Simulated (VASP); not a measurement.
# SiO2 (P4_2/mnm) in VASP: further runs

The runs below take SiO2 through relaxation of cell and atoms, with LDA, r2SCAN.

Everything below comes from runs of VASP 6.6.1. Logs are shortened: lines on timing, memory, paths and dates and some standing lists are left out, and cuts for length are marked.

## Step 1: Starting point

The structure is tetragonal, space group P4_2/mnm (No. 136). The conventional cell has a = 4.177 Å, b = 4.177 Å, c = 2.666 Å, α = 90.00°, β = 90.00°, γ = 90.00°. O (site symmetry m2m) is surrounded by 3 Si at 1.76 to 1.81 Å. Si (site symmetry mmm) is surrounded by 6 O at 1.76 to 1.81 Å.

The cell comes from a database or a generator and needn't be the stable form of this composition.

## Step 2: Relaxation of cell and atoms, LDA, target pressure 90 GPa, at which the enthalpy is minimised

INCAR

```
PREC     = Accurate       # precision mode
ENCUT    = 600            # plane-wave cutoff, eV
EDIFF    = 1E-7           # SCF threshold, eV
ISMEAR   = -1             # smearing method
SIGMA    = 0.05           # smearing width, eV
LREAL    = F              # projectors in reciprocal space
LASPH    = T              # aspherical terms in the spheres
NELM     = 80             # most SCF steps
ALGO     = Normal         # electronic algorithm
ISIF     = 3              # what is computed and relaxed
LWAVE    = F              # write WAVECAR
LCHARG   = F              # write CHGCAR
GGA      = CA             # functional
IBRION   = 2              # ionic algorithm
NSW      = 60             # ionic steps
EDIFFG   = -0.005         # ionic threshold
PSTRESS  = 900
```

KPOINTS

```
Automatic mesh
0
Gamma
  7 7 10
```

POSCAR

```
SiO2
1.0
    4.1773000000      0.0000000000      0.0000000000
    0.0000000000      4.1773000000      0.0000000000
    0.0000000000      0.0000000000      2.6655000000
O Si
4 2
Direct
    0.3061000000      0.3061000000      0.0000000000
    0.6939000000      0.6939000000      0.0000000000
    0.1939000000      0.8061000000      0.5000000000
    0.8061000000      0.1939000000      0.5000000000
    0.0000000000      0.0000000000      0.0000000000
    0.5000000000      0.5000000000      0.5000000000
```

Potentials or basis: VASP PAW LDA potentials, release 64 (O, Si).

Run with:

```console
cat potpaw_LDA.64/O/POTCAR potpaw_LDA.64/Si/POTCAR > POTCAR
mpirun -np 1 vasp_std > vasp.out
```

OUTCAR:

```text
PREC = Accurate
   ENCUT = 600
   EDIFF = 1E-7
   ISMEAR = -1
   LREAL = F
   LASPH = T
   NELM = 80
   ISIF = 3
   GGA = CA
   IBRION = 2
   NSW = 60
   EDIFFG = -0.005
   PSTRESS = 900

 ion  position               nearest neighbor table
   1  0.306  0.306  0.000-   6 1.76   6 1.76   5 1.81
   2  0.694  0.694  0.000-   6 1.76   6 1.76   5 1.81
   3  0.194  0.806  0.500-   5 1.76   5 1.76   6 1.81
   4  0.806  0.194  0.500-   5 1.76   5 1.76   6 1.81
   5  0.000  0.000  0.000-   3 1.76   4 1.76   3 1.76   4 1.76   1 1.81   2 1.81
   6  0.500  0.500  0.500-   1 1.76   2 1.76   1 1.76   2 1.76   3 1.81   4 1.81

  LATTYP: Found a simple tetragonal cell.
 ALAT       =     4.1773000000
 C/A-ratio  =     0.6380915903

  Lattice vectors:

 A1 = (   4.1773000000,   0.0000000000,   0.0000000000)
 A2 = (   0.0000000000,   4.1773000000,   0.0000000000)
 A3 = (   0.0000000000,   0.0000000000,   2.6655000000)

Analysis of symmetry for initial positions (statically):
=====================================================================
 Subroutine PRICEL returns:
 Original cell was already a primitive cell.

 Routine SETGRP: Setting up the symmetry group for a
 simple tetragonal supercell.

 Subroutine GETGRP returns: Found 16 space group operations
 (whereof  8 operations were pure point group operations)
 out of a pool of 16 trial point group operations.

The static configuration has the point symmetry D_2h.
 The point group associated with its full space group is D_4h.

Analysis of symmetry for dynamics (positions and initial velocities):
=====================================================================
 Subroutine PRICEL returns:
 Original cell was already a primitive cell.

 Routine SETGRP: Setting up the symmetry group for a
 simple tetragonal supercell.

 Subroutine GETGRP returns: Found 16 space group operations
 (whereof  8 operations were pure point group operations)
 out of a pool of 16 trial point group operations.

The dynamic configuration has the point symmetry D_2h.
 The point group associated with its full space group is D_4h.

 Subroutine INISYM returns: Found 16 space group operations
 (whereof  8 operations are pure point group operations),
 and found     1 'primitive' translations

----------------------------------------------------------------------------------------

                                     Primitive cell

  volume of cell :      46.5125

  direct lattice vectors                    reciprocal lattice vectors
     4.177300000  0.000000000  0.000000000     0.239389079  0.000000000  0.000000000
     0.000000000  4.177300000  0.000000000     0.000000000  0.239389079  0.000000000
     0.000000000  0.000000000  2.665500000     0.000000000  0.000000000  0.375164134

  length of vectors
     4.177300000  4.177300000  2.665500000     0.239389079  0.239389079  0.375164134

[... 87 lines left out ...]
   NELM   =     80;   NELMIN=  2; NELMDL= -5     # of ELM steps
   EDIFF  = 0.1E-06   stopping-criterion for ELM
   LREAL  =      F    real-space projection
   EDIFFG = -.5E-02   stopping-criterion for IOM
   NSW    =     60    number of steps for IOM
   IBRION =      2    ionic relax: 0-MD 1-quasi-New 2-CG
   NFREE  =      1    steps in history (QN), initial steepest desc. (CG)
   ISIF   =      3    stress and relaxation
   ISYM   =      2    0-nonsym 1-usesym 2-fastsym
   POTIM  = 0.5000    time-step for ionic-motion
   TEBEG  =    0.0;   TEEND  =   0.0 temperature during run
   PSTRESS=  900.0 pullay stress
   NELECT =      32.0000    total number of electrons
   NUPDOWN=      -1.0000    fix difference up-down
   EMIN   =  10.00;   EMAX   =-10.00  energy-range for DOS
   EFERMI =   0.00;   METHOD = LEGACY
   ISMEAR =    -1;   SIGMA  =   0.05  broadening in eV -4-tet -1-fermi 0-gaus
   EFERMI_NEDOS =   21; number of points for ismear=-14 and -15
   IALGO  =     38    algorithm
   IMIX   =      4    mixing-type and parameters
     AMIX     =   0.40;   BMIX     =  1.00
     AMIX_MAG =   1.60;   BMIX_MAG =  1.00
  volume/ion in A,a.u.               =       7.75        52.31
  Fermi-wavevector in a.u.,A,eV,Ry     =   1.445223  2.731075 28.418068  2.088669
  Thomas-Fermi vector in A             =   2.563429
   LORBIT       =      0    0 simple, 1 ext, 2 COOP (PROOUT), +10 PAW based schemes
   GGA     = CA    functional components
   LHFCALC =     F    Hartree Fock is set to
   AEXX    =    0.0000 exact exchange contribution
   IVDW    =     0    specifies the selected vdW correction
   LEPSILON=     F    determine dielectric tensor
   LRPA    =     F    only Hartree local field effects (RPA)
 conjugate gradient relaxation of ions
 non-spin polarized calculation
  energy-cutoff  :      600.00
  volume of cell :       46.51
 maximum number of plane-waves:      1575
 NGX is ok and might be reduce to    36
   NGX = 17   NGY = 17   NGZ = 11

--------------------------------------- Ionic step        1  -------------------------------------------

 number of electron      32.0000002 magnetization

 Free energy of the ion-electron system (eV)
  ---------------------------------------------------
  ext. energy  EPLUGINS =         0.00000000
  ---------------------------------------------------
  free energy    TOTEN  =       -51.98330437 eV

  energy without entropy =      -51.98330437  energy(sigma->0) =      -51.98330437

 E-fermi :   9.0164     XC(G=0): -12.7377

 val. band max:        8.1092992061   @ k =   0.0000   0.0000   0.0000
 cond. band min:      13.7400385898   @ k =   0.0000   0.0000   0.0000
 fundamental gap:      5.6307393837
 Fermi energy:         9.0164440962

 k-point     1 :       0.0000    0.0000    0.0000
  band No.  band energies     occupation
      1     -14.3216      2.00000
      2     -10.5648      2.00000
      3     -10.5648      2.00000
      4     -10.3427      2.00000
      5      -2.8072      2.00000
      6       1.5791      2.00000
[... 664 lines left out ...]
  energy  without entropy=      -50.9208916531  energy(sigma->0) =      -50.92089165

  enthalpy is  TOTEN    =       -28.4411845211 eV   P V=       22.4797071320

[... ionic steps 4 to 11 ...]

--------------------------------------- Ionic step       12  -------------------------------------------

 number of electron      31.9999992 magnetization

------------------------ aborting loop because EDIFF is reached ----------------------------------------
[... 79 lines left out ...]
--------------------------------------- Ionic step       14  -------------------------------------------

 number of electron      31.9999992 magnetization

 Free energy of the ion-electron system (eV)
  ---------------------------------------------------
  ext. energy  EPLUGINS =         0.00000000
  ---------------------------------------------------
  free energy    TOTEN  =       -50.11631162 eV

  energy without entropy =      -50.11631162  energy(sigma->0) =      -50.11631162

 E-fermi :  12.1853     XC(G=0): -13.8006

 val. band max:       11.2367022962   @ k =   0.0000   0.0000   0.0000
 cond. band min:      17.9276319669   @ k =   0.0000   0.0000   0.0000
 fundamental gap:      6.6909296708
 Fermi energy:        12.1852666616

 k-point     1 :       0.0000    0.0000    0.0000
  band No.  band energies     occupation
      1     -13.4940      2.00000
      2      -8.6570      2.00000
      3      -8.6570      2.00000
      4      -7.9491      2.00000
      5      -1.2956      2.00000
      6       2.8077      2.00000
[... 580 lines left out ...]
  energy  without entropy=      -50.1163116240  energy(sigma->0) =      -50.11631162

  enthalpy is  TOTEN    =       -28.7138601574 eV   P V=       21.4024514666

 reached required accuracy - stopping structural energy minimisation
```

Run time: 3.9 min. Hardware: 1 thread of Intel Xeon Platinum 8488C (Sapphire Rapids), shared host; peak memory 0.19 GiB.

Results:

```
Free energy                                            : -50.1163 eV
Relaxed volume                                         : 6.35 Å³/atom
Relaxed cell                                           : a = 3.878 Å, b = 3.878 Å, c = 2.533 Å, α = 90.00°, β = 90.00°, γ = 90.00°
Space group after relaxing (to 0.05 Å)                 : P4_2/mnm (No. 136)
Energy change on relaxing (the enthalpy is what falls) : +311.2 meV/atom
Ionic steps                                            : 14
Pressure after relaxing                                : 90.0 GPa
Band gap on the k mesh                                 : 6.69 eV, direct
```

The path:
```
step  energy change (eV)  largest force (eV/Å)  pressure (GPa)  volume (Å³)
   1              0.0000                0.0349           -2.96        46.51
   2             41.4088               10.4220         1005.00        22.33
   3              1.0624                1.2599           63.54        40.02
   4              1.5259                1.5136           79.56        38.98
   5              1.8627                1.6786           90.35        38.34
   6              2.4045                2.4510           98.90        37.55
   7              1.9315                0.0459           92.01        37.99
   8              1.9354                0.0819           92.07        37.99
   9              1.7456                0.0474           86.08        38.32
  10              1.8228                0.0627           88.58        38.18
  11              1.8957                0.0811           90.99        38.05
  12              1.8634                0.0181           89.93        38.11
  13              1.8695                0.0127           90.07        38.10
  14              1.8670                0.0000           90.02        38.10
```

Final structure:
```
CELL_PARAMETERS angstrom
3.87802 0.00000 0.00000
0.00000 3.87802 0.00000
0.00000 0.00000 2.53344
ATOMIC_POSITIONS crystal
O 0.30105 0.30105 0.00000
O 0.69895 0.69895 0.00000
O 0.19895 0.80105 0.50000
O 0.80105 0.19895 0.50000
Si 0.00000 0.00000 0.00000
Si 0.50000 0.50000 0.50000
```

Caveat: the cell is relaxed towards a set pressure, so the enthalpy falls and the energy may rise; the volume moved by over 15 % at a fixed basis, so the end points are rough; an odd mesh through Γ misses points on the zone boundary, where band edges often lie.

## Step 3: Relaxation of cell and atoms, LDA, target pressure 130 GPa, at which the enthalpy is minimised

Changes to INCAR since step 2:

```diff
@@ -16,2 +16,2 @@
 EDIFFG   = -0.005         # ionic threshold
-PSTRESS  = 900
+PSTRESS  = 1300
```

KPOINTS is that of step 2.

POSCAR is that of step 2.

Potentials or basis: VASP PAW LDA potentials, release 64 (O, Si).

Run with:

```console
cat potpaw_LDA.64/O/POTCAR potpaw_LDA.64/Si/POTCAR > POTCAR
mpirun -np 1 vasp_std > vasp.out
```

Wall time 3.5 min (1 thread of Intel Xeon Platinum 8488C (Sapphire Rapids), shared host); peak memory 0.19 GiB.

The run converged. Its results:

```
Free energy                                            : -48.7453 eV
Relaxed volume                                         : 6.01 Å³/atom
Relaxed cell                                           : a = 3.806 Å, b = 3.806 Å, c = 2.491 Å, α = 90.00°, β = 90.00°, γ = 90.00°
Space group after relaxing (to 0.05 Å)                 : P4_2/mnm (No. 136)
Energy change on relaxing (the enthalpy is what falls) : +539.7 meV/atom
Ionic steps                                            : 13
Pressure after relaxing                                : 130.0 GPa
Band gap on the k mesh                                 : 6.74 eV, direct
```

Step by step:
| step | energy change (eV) | largest force (eV/Å) | pressure (GPa) | volume (Å³) |
| --- | --- | --- | --- | --- |
| 1 | 0.0000 | 0.0349 | -2.96 | 46.51 |
| 2 | 120.2795 | 21.5393 | 2970.72 | 15.26 |
| 3 | 1.1273 | 1.3163 | 65.87 | 39.86 |
| 4 | 2.0271 | 1.7785 | 95.40 | 38.06 |
| 5 | 3.3001 | 2.3107 | 131.94 | 36.26 |
| 6 | 3.1473 | 2.2515 | 127.75 | 36.44 |
| 7 | 4.2960 | 4.3447 | 144.64 | 35.50 |
| 8 | 3.2430 | 0.0575 | 130.09 | 36.09 |
| 9 | 3.2488 | 0.1065 | 130.17 | 36.08 |
| 10 | 3.2327 | 0.0036 | 129.85 | 36.10 |
| 11 | 3.2334 | 0.0098 | 129.88 | 36.10 |
| 12 | 3.2480 | 0.0173 | 130.31 | 36.08 |
| 13 | 3.2380 | 0.0014 | 130.01 | 36.09 |

Final structure:
```xyz
6
Lattice="3.8062 0.0000 0.0000 0.0000 3.8062 0.0000 0.0000 0.0000 2.4911" Properties=species:S:1:pos:R:3 pbc="T T T"
O     1.1431    1.1431    0.0000
O     2.6631    2.6631    0.0000
O     0.7600    3.0462    1.2455
O     3.0462    0.7600    1.2455
Si    0.0000    0.0000    0.0000
Si    1.9031    1.9031    1.2455
```

Levels at points of the mesh, in eV from the valence-band top:
| k point | band 14 | band 15 | band 16 | band 17 | band 18 | band 19 |
| --- | --- | --- | --- | --- | --- | --- |
| (0.00, 0.00, 0.00) | -1.09 | -1.09 | 0.00 | 6.74 | 9.98 | 9.98 |
| (0.00, 0.00, 0.50) | -4.85 | -3.67 | -3.67 | 12.27 | 12.27 | 15.13 |

Caveat: the cell is relaxed towards a set pressure, so the enthalpy falls and the energy may rise; the volume moved by over 15 % at a fixed basis, so the end points are rough; an odd mesh through Γ misses points on the zone boundary, where band edges often lie. As with any semilocal functional, this LDA gap is likely too small.

## Step 4: Relaxation of cell and atoms, r2SCAN

INCAR

```
PREC = Accurate ; ENCUT = 600
EDIFF = 1E-6 ; ISMEAR = -1
SIGMA = 0.05 ; LREAL = F
LASPH = T ; NELM = 60
ALGO = Normal ; ISIF = 3
LWAVE = F ; LCHARG = F
METAGGA = R2SCAN ; LMIXTAU = T
IBRION = 2 ; NSW = 40
EDIFFG = -0.01 ; PSTRESS = 0
KPAR = 2
```

KPOINTS

```
regular mesh
0
Gamma
  7 7 10
```

POSCAR is that of step 3.

Potentials or basis: VASP PAW PBE potentials, release 64 (O, Si).

Run with:

```console
cat potpaw_PBE.64/O/POTCAR potpaw_PBE.64/Si/POTCAR > POTCAR
mpirun -np 2 vasp_std > vasp.out
```

Wall time 2.5 min (2 MPI ranks of Intel Xeon 6975P-C (Granite Rapids), shared host); peak memory 0.2 GiB.

Results (log left out):

* Free energy: -58.8028 eV
* Relaxed volume: 7.79 Å³/atom
* Relaxed cell: a = 4.182 Å, b = 4.182 Å, c = 2.671 Å, α = 90.00°, β = 90.00°, γ = 90.00°
* Space group after relaxing (to 0.05 Å): P4_2/mnm (No. 136)
* Energy gained by relaxing: 0.2 meV/atom
* Ionic steps: 3
* Pressure after relaxing: 0.0 GPa
* Largest force after relaxing: 0.004 eV/Å
* Band gap on the k mesh: 6.51 eV, direct

Forces on the atoms (eV/Å):
```
O    0.003  0.003  0.000
O   -0.003 -0.003  0.000
O   -0.003  0.003  0.000
O    0.003 -0.003  0.000
Si   0.000  0.000  0.000
Si   0.000  0.000  0.000
```

Stress tensor (GPa, compression positive):
```
-0.14  0.00  0.00
 0.00 -0.14  0.00
 0.00  0.00  0.19
```

The path:
```csv
step,energy change (eV),largest force (eV/Å),pressure (GPa),volume (Å³)
1,0.0000,0.0603,1.66,46.51
2,0.0019,0.1013,-2.61,47.06
3,-0.0013,0.0043,-0.03,46.72
```

Final structure:
```yaml
crystal:
  lattice:
    - [4.18242, 0.00000, 0.00000]
    - [0.00000, 4.18242, 0.00000]
    - [0.00000, 0.00000, 2.67104]
  atoms:
    - { symbol: O, position: [0.30591, 0.30591, 0.00000] }
    - { symbol: O, position: [0.69409, 0.69409, 0.00000] }
    - { symbol: O, position: [0.19409, 0.80591, 0.50000] }
    - { symbol: O, position: [0.80591, 0.19409, 0.50000] }
    - { symbol: Si, position: [0.00000, 0.00000, 0.00000] }
    - { symbol: Si, position: [0.50000, 0.50000, 0.50000] }
```

Levels at points of the mesh, in eV from the valence-band top:
| k point | band 13 | band 14 | band 15 | band 16 | band 17 | band 18 | band 19 | band 20 |
| --- | --- | --- | --- | --- | --- | --- | --- | --- |
| (0.00, 0.00, 0.00) | -2.52 | -0.88 | -0.88 | 0.00 | 6.51 | 7.62 | 9.45 | 9.45 |
| (0.00, 0.00, 0.50) | -3.11 | -3.11 | -2.71 | -2.71 | 10.14 | 10.14 | 13.74 | 13.74 |

Caveat: the PAW data sets were made with another functional, which shifts forces and pressure a little; an odd mesh through Γ misses points on the zone boundary, where band edges often lie.

## Step 5: Relaxation of cell and atoms, r2SCAN, target pressure 14 GPa, at which the enthalpy is minimised

Changes to INCAR since step 4:

```diff
@@ -8,3 +8,3 @@
 IBRION = 2 ; NSW = 40
-EDIFFG = -0.01 ; PSTRESS = 0
+EDIFFG = -0.01 ; PSTRESS = 140
 KPAR = 2
```

KPOINTS is that of step 4.

POSCAR is that of step 4.

Run with:

```console
cat potpaw_PBE.64/O/POTCAR potpaw_PBE.64/Si/POTCAR > POTCAR
mpirun -np 2 vasp_std > vasp.out
```

It took 5.3 min on 2 MPI ranks of Intel Xeon 6975P-C (Granite Rapids), shared host; peak memory 0.2 GiB.

Results (log left out):

```
Free energy                                            : -58.7249 eV
Relaxed volume                                         : 7.47 Å³/atom
Relaxed cell                                           : a = 4.115 Å, b = 4.115 Å, c = 2.649 Å, α = 90.00°, β = 90.00°, γ = 90.00°
Space group after relaxing (to 0.05 Å)                 : P4_2/mnm (No. 136)
Energy change on relaxing (the enthalpy is what falls) : +12.8 meV/atom
Ionic steps                                            : 8
Pressure after relaxing                                : 13.9 GPa
Band gap on the k mesh                                 : 7.20 eV, direct
```

Step by step:
```csv
step,energy change (eV),largest force (eV/Å),pressure (GPa),volume (Å³)
1,0.0000,0.0603,1.66,46.51
2,0.4386,0.6280,37.32,42.61
3,0.0726,0.2735,13.95,44.97
4,0.0753,0.2782,14.21,44.94
5,0.0833,0.1163,14.22,44.77
6,0.0799,0.0359,14.20,44.81
7,0.0759,0.0069,13.75,44.85
8,0.0766,0.0015,13.85,44.84
```

Final structure:
```
O Si
1.0
     4.11455    0.00000    0.00000
     0.00000    4.11455    0.00000
     0.00000    0.00000    2.64850
O Si
4 2
Direct
  0.30440 0.30440 0.00000
  0.69560 0.69560 0.00000
  0.19560 0.80440 0.50000
  0.80440 0.19560 0.50000
  0.00000 0.00000 0.00000
  0.50000 0.50000 0.50000
```

Levels at points of the mesh, in eV from the valence-band top:
```
           k point  band 14  band 15  band 16  band 17  band 18  band 19
(0.00, 0.00, 0.00)    -0.92    -0.92     0.00     7.20     7.69     9.66
(0.00, 0.00, 0.50)    -3.38    -2.85    -2.85    10.71    10.71    14.13
```

Caveat: the cell is relaxed towards a set pressure, so the enthalpy falls and the energy may rise; the PAW data sets were made with another functional, which shifts forces and pressure a little; an odd mesh through Γ misses points on the zone boundary, where band edges often lie. r2SCAN opens gaps a little over a GGA but as a rule still falls short of measured ones.

## Step 6: Overview

| level | potentials or basis | cell | P gpa | target pressure | gap on the mesh (eV) | pressure (GPa) |
| --- | --- | --- | --- | --- | --- | --- |
| LDA | VASP PAW LDA potentials, release 64 (O, Si) | relaxed to 90 GPa | 90 | 90 GPa | 6.69 | 90.0 |
| LDA | VASP PAW LDA potentials, release 64 (O, Si) | relaxed to 130 GPa | 130 | 130 GPa | 6.74 | 130.0 |
| r2SCAN | VASP PAW PBE potentials, release 64 (O, Si) | relaxed | 0 | - | 6.51 | 0.0 |
| r2SCAN | VASP PAW PBE potentials, release 64 (O, Si) | relaxed to 14 GPa | 14 | 14 GPa | 7.20 | 13.9 |

Alike in all rows: task relaxation of cell and atoms; no spin polarisation; k mesh 7 × 7 × 10; cutoff (eV) 600; smearing fermi-dirac 0.05 eV.

Caveats: an odd mesh through Γ misses points on the zone boundary, where band edges often lie; the cell is relaxed towards a set pressure, so the enthalpy falls and the energy may rise (some runs); the volume moved by over 15 % at a fixed basis, so the end points are rough (some runs); the PAW data sets were made with another functional, which shifts forces and pressure a little (some runs).

Absolute energies hang on the potentials; compare differences alone.
